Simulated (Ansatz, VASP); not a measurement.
Bi2Te3: VASP beside Ansatz

```
Bi Te
1.0
     2.30864    1.14936    9.73695
    -2.14942    1.18563    9.69694
     0.11102   -2.67154    9.76009
Bi Te
2 3
Direct
  0.82893 0.79942 0.80869
  0.40532 0.39781 0.40826
  0.59643 0.62775 0.61425
  0.19034 0.20578 0.20606
  0.97269 0.01656 0.00939
```

Change from the starting cell: kmesh displaced: [4, 4, 4] Gamma-centred.

Alike in both runs: task single point; functional PBEsol; k mesh 4 × 4 × 4; occupations gaussian, width 0.1 eV; no spin polarisation.

|  | VASP | Ansatz |
| --- | --- | --- |
| version | VASP 6.6.1 | Ansatz 0.2.0 |
| potentials or method | VASP PAW PBE potentials, release 64 (Bi_d, Te) | scalar-relativistic, plane waves, PAW |
| plane-wave cutoff (eV) | 520 | 420 |
| valence electrons in the cell | 48 | 78 |

VASP gave:

```
gap on the k mesh at the Fermi level (eV)       : none
pressure (GPa)                                  : 0.0
largest component of the traceless stress (GPa) : 0.85
rms of the force components (eV/Å)              : 0.639
```

Problem. Estimate Ansatz's values.

Solution. gap on the k mesh at the Fermi level (eV): none; pressure (GPa): 0.0; largest component of the traceless stress (GPa): 0.85; rms of the force components (eV/Å): 0.631.

Atom by atom the forces differ by 0.008 eV/Å (rms over components). A gap of «none» marks a metal or a gap that the smearing closes. The two sets of potentials don't hold the same shells in valence.

Caveats: the k mesh is coarse (spacing up to 0.41 Å⁻¹), so the values aren't converged; the PAW data sets were made with another functional, which shifts forces and pressure a little (VASP); spin-orbit coupling is left out, which moves the levels of the heavy elements.
